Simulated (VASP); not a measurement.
# Li (P6/mmm) in VASP: a series of runs

The runs below take Li through single point, with BLYP.

All numbers are computed with VASP 6.6.1; they aren't measurements. Logs are shortened: lines on timing, memory, paths and dates and some standing lists are left out, and cuts for length are marked.

## Step 1: Starting point

It takes space group P6/mmm (No. 191, hexagonal). The conventional cell has a = 4.913 Å, b = 4.913 Å, c = 2.875 Å, α = 90.00°, β = 90.00°, γ = 120.00°. Li (site symmetry 6/mmm) has 14 Li at 2.87 to 3.18 Å as nearest neighbours. Around Li (site symmetry -6m2) lie 11 Li at 2.84 to 3.18 Å.

This isn't the form of Li at room conditions, which is bcc.

## Step 2: Single point, BLYP

INCAR reads:

```
SYSTEM = Li
PREC     = Accurate       ! precision mode
ENCUT    = 520            ! plane-wave cutoff, eV
EDIFF    = 1E-6           ! SCF threshold, eV
ISMEAR   = -1             ! smearing method
SIGMA    = 0.1            ! smearing width, eV
LREAL    = .FALSE.        ! projectors in reciprocal space
LASPH    = .TRUE.         ! aspherical terms in the spheres
NELM     = 100            ! most SCF steps
ALGO     = Normal         ! electronic algorithm
ISIF     = 2              ! what is computed and relaxed
LWAVE    = .FALSE.        ! write WAVECAR
LCHARG   = .TRUE.         ! write CHGCAR
GGA      = B5             ! functional
ALDAX    = 1.0          
AGGAX    = 1.0          
AGGAC    = 1.0          
ALDAC    = 0.0          
LELF     = .TRUE.         ! ELF
LVHAR    = .TRUE.       
NBANDS   = 12             ! bands
```

KPOINTS reads:

```
regular mesh
0
G
  10 10 14
  0 0 0
```

POSCAR reads:

```
Li
1.0
    4.9126593405      0.0000000000      0.0000000000
   -2.4563296702      4.2544877891      0.0000000000
    0.0000000000      0.0000000000      2.8745765889
Li
3
Direct
    0.0000000000      0.0000000000      0.0000000000
    0.3333333333      0.6666666667      0.5000000000
    0.6666666667      0.3333333333      0.5000000000
```

Potentials or basis: VASP PAW PBE potentials, release 64 (Li_sv).

Launch:

```console
cat potpaw_PBE.64/Li_sv/POTCAR > POTCAR
mpirun -np 1 vasp_std > vasp.out
```

OUTCAR:

```text
SYSTEM = Li
   PREC = Accurate
   ENCUT = 520
   EDIFF = 1E-6
   ISMEAR = -1
   LREAL = .FALSE.
   LASPH = .TRUE.
   NELM = 100
   ISIF = 2
   GGA = B5

 ion  position               nearest neighbor table
   1  0.000  0.000  0.000-
   2  0.333  0.667  0.500-
   3  0.667  0.333  0.500-

  LATTYP: Found a hexagonal cell.
 ALAT       =     4.9126593405
 C/A-ratio  =     0.5851365604

  Lattice vectors:

 A1 = (   4.9126593405,   0.0000000000,   0.0000000000)
 A2 = (  -2.4563296702,   4.2544877891,   0.0000000000)
 A3 = (   0.0000000000,   0.0000000000,   2.8745765889)

Analysis of symmetry for initial positions (statically):
=====================================================================
 Subroutine PRICEL returns:
 Original cell was already a primitive cell.

 Routine SETGRP: Setting up the symmetry group for a
 hexagonal supercell.

 Subroutine GETGRP returns: Found 24 space group operations
 (whereof 24 operations were pure point group operations)
 out of a pool of 24 trial point group operations.

The static configuration has the point symmetry D_6h.

Analysis of symmetry for dynamics (positions and initial velocities):
=====================================================================
 Subroutine PRICEL returns:
 Original cell was already a primitive cell.

 Routine SETGRP: Setting up the symmetry group for a
 hexagonal supercell.

 Subroutine GETGRP returns: Found 24 space group operations
 (whereof 24 operations were pure point group operations)
 out of a pool of 24 trial point group operations.

The dynamic configuration has the point symmetry D_6h.

 Subroutine INISYM returns: Found 24 space group operations
 (whereof 24 operations are pure point group operations),
 and found     1 'primitive' translations

----------------------------------------------------------------------------------------

                                     Primitive cell

  volume of cell :      60.0811

  direct lattice vectors                    reciprocal lattice vectors
     4.912659341  0.000000000  0.000000000     0.203555738  0.117522960  0.000000000
    -2.456329670  4.254487789  0.000000000     0.000000000  0.235045921  0.000000000
     0.000000000  0.000000000  2.874576589     0.000000000  0.000000000  0.347877320

  length of vectors
     4.912659341  4.912659341  2.874576589     0.235045921  0.235045921  0.347877320

  position of ions in fractional coordinates (direct lattice)
     0.000000000  0.000000000  0.000000000
     0.333333333  0.666666667  0.500000000
     0.666666667  0.333333333  0.500000000

  ion indices of the primitive-cell ions
   primitive index   ion index
                 1           1
                 2           2
                 3           3

----------------------------------------------------------------------------------------

 KPOINTS: regular mesh

Automatic generation of k-mesh.
 Grid dimensions read from file:
 generate k-points for:   10   10   14

 Generating k-lattice:

  Cartesian coordinates                     Fractional coordinates (reciprocal lattice)
     0.020355574  0.011752296  0.000000000     0.100000000 -0.000000000  0.000000000
     0.000000000  0.023504592  0.000000000     0.000000000  0.100000000  0.000000000
     0.000000000  0.000000000  0.024848380     0.000000000  0.000000000  0.071428571

  Length of vectors
     0.023504592  0.023504592  0.024848380

  Shift w.r.t. Gamma in fractional coordinates (k-lattice)
     0.000000000  0.000000000  0.000000000

 Subroutine IBZKPT returns following result:
 ===========================================

 Found    112 irreducible k-points:

 Following reciprocal coordinates:
            Coordinates               Weight
  0.000000  0.000000  0.000000      1.000000
  0.100000 -0.000000  0.000000      6.000000
  0.200000 -0.000000  0.000000      6.000000
  0.300000 -0.000000  0.000000      6.000000
  0.400000 -0.000000  0.000000      6.000000
  0.500000 -0.000000  0.000000      3.000000
[... 16 lines left out ...]
  0.300000  0.100000  0.071429     24.000000
  0.400000  0.100000  0.071429     24.000000
 [... further k-points ...]
   k-points           NKPTS =    112   k-points in BZ     NKDIM =    112   number of bands    NBANDS=     12
   number of dos      NEDOS =    301   number of ions     NIONS =      3
   total plane-waves  NPLWV =  38400
   dimension x,y,z NGX =    40 NGY =   40 NGZ =   24
   dimension x,y,z NGXF=    80 NGYF=   80 NGZF=   48
   ions per type =               3
   NGX,Y,Z   is equivalent  to a cutoff of  13.54, 13.54, 13.88 a.u.
   NGXF,Y,Z  is equivalent  to a cutoff of  27.07, 27.07, 27.76 a.u.
 SYSTEM =  Li
   PREC   = accura    normal or accurate (medium, high low for compatibility)
   ISTART =      0    job   : 0-new  1-cont  2-samecut
   ICHARG =      2    charge: 1-file 2-atom 10-const
   ISPIN  =      1    spin polarized calculation?
   LNONCOLLINEAR =      F non collinear calculations
   LSORBIT =      F    spin-orbit coupling
   LASPH  =      T    aspherical Exc in radial PAW
   ENCUT  =  520.0 eV  38.22 Ry    6.18 a.u.   9.13  9.13  5.34*2*pi/ulx,y,z
   NELM   =    100;   NELMIN=  2; NELMDL= -5     # of ELM steps
   EDIFF  = 0.1E-05   stopping-criterion for ELM
   LREAL  =      F    real-space projection
   EDIFFG = 0.1E-04   stopping-criterion for IOM
   NSW    =      0    number of steps for IOM
   IBRION =     -1    ionic relax: 0-MD 1-quasi-New 2-CG
   NFREE  =      0    steps in history (QN), initial steepest desc. (CG)
   ISIF   =      2    stress and relaxation
   ISYM   =      2    0-nonsym 1-usesym 2-fastsym
   POTIM  = 0.5000    time-step for ionic-motion
   TEBEG  =    0.0;   TEEND  =   0.0 temperature during run
   PSTRESS=    0.0 pullay stress
   NELECT =       9.0000    total number of electrons
   NUPDOWN=      -1.0000    fix difference up-down
   EMIN   =  10.00;   EMAX   =-10.00  energy-range for DOS
   EFERMI =   0.00;   METHOD = LEGACY
   ISMEAR =    -1;   SIGMA  =   0.10  broadening in eV -4-tet -1-fermi 0-gaus
   EFERMI_NEDOS =   21; number of points for ismear=-14 and -15
   IALGO  =     38    algorithm
   IMIX   =      4    mixing-type and parameters
     AMIX     =   0.40;   BMIX     =  1.00
     AMIX_MAG =   1.60;   BMIX_MAG =  1.00
  volume/ion in A,a.u.               =      20.03       135.15
  Fermi-wavevector in a.u.,A,eV,Ry     =   0.869447  1.643016 10.285160  0.755938
  Thomas-Fermi vector in A             =   1.988270
   LORBIT       =      0    0 simple, 1 ext, 2 COOP (PROOUT), +10 PAW based schemes
   GGA     = B5    functional components
   LHFCALC =     F    Hartree Fock is set to
   AEXX    =    0.0000 exact exchange contribution
   IVDW    =     0    specifies the selected vdW correction
   LEPSILON=     F    determine dielectric tensor
   LRPA    =     F    only Hartree local field effects (RPA)
 non-spin polarized calculation
  energy-cutoff  :      520.00
  volume of cell :       60.08
 maximum number of plane-waves:      1630
 NGX is ok and might be reduce to    40
   NGX = 19   NGY = 19   NGZ = 11

 number of electron       8.9999991 magnetization

 Free energy of the ion-electron system (eV)
  ---------------------------------------------------
  ext. energy  EPLUGINS =         0.00000000
  ---------------------------------------------------
  free energy    TOTEN  =        -4.69348954 eV

  energy without entropy =       -4.64584283  energy(sigma->0) =       -4.66966619

 E-fermi :   1.0826     XC(G=0):  -6.6771

 val. band max:        1.0759703880   @ k =   0.3000   0.2000   0.4286
 cond. band min:       1.1057245229   @ k =   0.3000  -0.0000   0.5000
 fundamental gap:      0.0297541349
 Fermi energy:         1.0825847994

 k-point     1 :       0.0000    0.0000    0.0000
  band No.  band energies     occupation
      1     -46.1903      2.00000
      2     -46.1695      2.00000
      3     -46.0747      2.00000
      4      -2.4701      2.00000
      5       3.1708      0.00000
      6       3.1708      0.00000
      7       3.2303      0.00000
      8       3.2303      0.00000
      9       6.9809      0.00000
     10       7.1423      0.00000
     11      11.2138      0.00000
     12      15.2134      0.00000

 k-point     2 :       0.1000   -0.0000    0.0000
  band No.  band energies     occupation
      1     -46.1898      2.00000
      2     -46.1700      2.00000
      3     -46.0747      2.00000
      4      -2.4094      2.00000
      5       2.3097      0.00001
      6       2.4679      0.00000
      7       3.8604      0.00000
      8       4.0936      0.00000
      9       7.2245      0.00000
     10       7.3660      0.00000
     11      11.2889      0.00000
     12      14.7279      0.00000

 k-point     3 :       0.2000   -0.0000    0.0000
  band No.  band energies     occupation
      1     -46.1884      2.00000
      2     -46.1712      2.00000
      3     -46.0748      2.00000
      4      -2.2265      2.00000
      5       1.3782      0.09888
      6       1.8977      0.00058
      7       4.1607      0.00000
      8       5.1440      0.00000
      9       7.7529      0.00000
     10       8.1746      0.00000
     11      11.5135      0.00000
     12      13.7241      0.00000
[... 286 lines left out ...]
 k-point    23 :       0.3000    0.1000    0.0714
  band No.  band energies     occupation
      1     -46.1844      2.00000
      2     -46.1739      2.00000
      3     -46.0745      2.00000
      4      -1.6078      2.00000
      5       0.2103      1.99967
      6       1.1592      0.63463
      7       4.6479      0.00000
      8       6.7479      0.00000
      9       9.1838      0.00000
     10      10.0842      0.00000
     11      10.8695      0.00000
     12      11.5516      0.00000

 k-point    24 :       0.4000    0.1000    0.0714
  band No.  band energies     occupation
      1     -46.1825      2.00000
      2     -46.1758      2.00000
      3     -46.0746      2.00000
      4      -1.1196      2.00000
      5      -0.5109      2.00000
      6       1.0074      1.35915
      7       4.6193      0.00000
      8       8.0626      0.00000
      9       9.4726      0.00000
     10      10.1733      0.00000
     11      11.2005      0.00000
     12      11.3114      0.00000

 [... further k-points ...]
[... 5 lines left out ...]
  --------------------------------------------------------------------------------------
  -------------------------------------------------------------------------------------
  Total       -0.0492417     -0.0492417      0.0214242     -0.0000000     -0.0000000      0.0000000
  in kB       -1.3131241     -1.3131241      0.5713180     -0.0000000     -0.0000000      0.0000000
  external PRESSURE =      -0.6849767 kB  Pullay stress =       0.0000000 kB

 VOLUME and BASIS-vectors are now :
 -----------------------------------------------------------------------------
  energy-cutoff  :      520.00
  volume of cell :       60.08
      direct lattice vectors                 reciprocal lattice vectors
     4.912659341  0.000000000  0.000000000     0.203555738  0.117522960  0.000000000
    -2.456329670  4.254487789  0.000000000     0.000000000  0.235045921  0.000000000
     0.000000000  0.000000000  2.874576589     0.000000000  0.000000000  0.347877320

 POSITION                                       TOTAL-FORCE (eV/Angst)
 -----------------------------------------------------------------------------------
      0.00000      0.00000      0.00000        -0.000000      0.000000      0.000000
     -0.00000      2.83633      1.43729        -0.000000      0.000000      0.000000
      2.45633      1.41816      1.43729         0.000000      0.000000     -0.000000
 -----------------------------------------------------------------------------------
    total drift:                               -0.000000      0.000000      0.000000

  FREE ENERGIE OF THE ION-ELECTRON SYSTEM (eV)
  ---------------------------------------------------
  free  energy   TOTEN  =        -4.6934895417 eV

  energy  without entropy=       -4.6458428296  energy(sigma->0) =       -4.66966619
```

Run time: 35 s. Hardware: 1 thread of Intel Xeon Platinum 8559C (Emerald Rapids), shared host; peak memory 0.2 GiB.

Results:

```
Free energy            : -4.6935 eV
Band gap on the k mesh : none (metal or under the smearing width)
```

Levels at points of the mesh, in eV from the Fermi level:
| k point | band 1 | band 2 | band 3 | band 4 | band 5 | band 6 | band 7 | band 8 | band 9 |
| --- | --- | --- | --- | --- | --- | --- | --- | --- | --- |
| (0.00, 0.00, 0.00) | -47.27 | -47.25 | -47.16 | -3.55 | 2.09 | 2.09 | 2.15 | 2.15 | 5.90 |
| (0.50, 0.00, 0.00) | -47.27 | -47.26 | -47.16 | -2.04 | -2.01 | 0.08 | 3.13 | 8.07 | 8.15 |
| (0.00, 0.00, 0.50) | -47.26 | -47.24 | -47.15 | -0.52 | 0.14 | 5.38 | 5.44 | 5.44 | 6.37 |
| (0.50, 0.00, 0.50) | -47.25 | -47.25 | -47.15 | 0.60 | 0.71 | 1.99 | 3.05 | 4.01 | 5.04 |

Caveat: the cutoff is under 1.25 times the usual one of these potentials, so pressure, stress and relaxed cells hold a basis-set (Pulay) error; the PAW data sets were made with another functional, which shifts forces and pressure a little.

(Continued in part 2 of 2.)
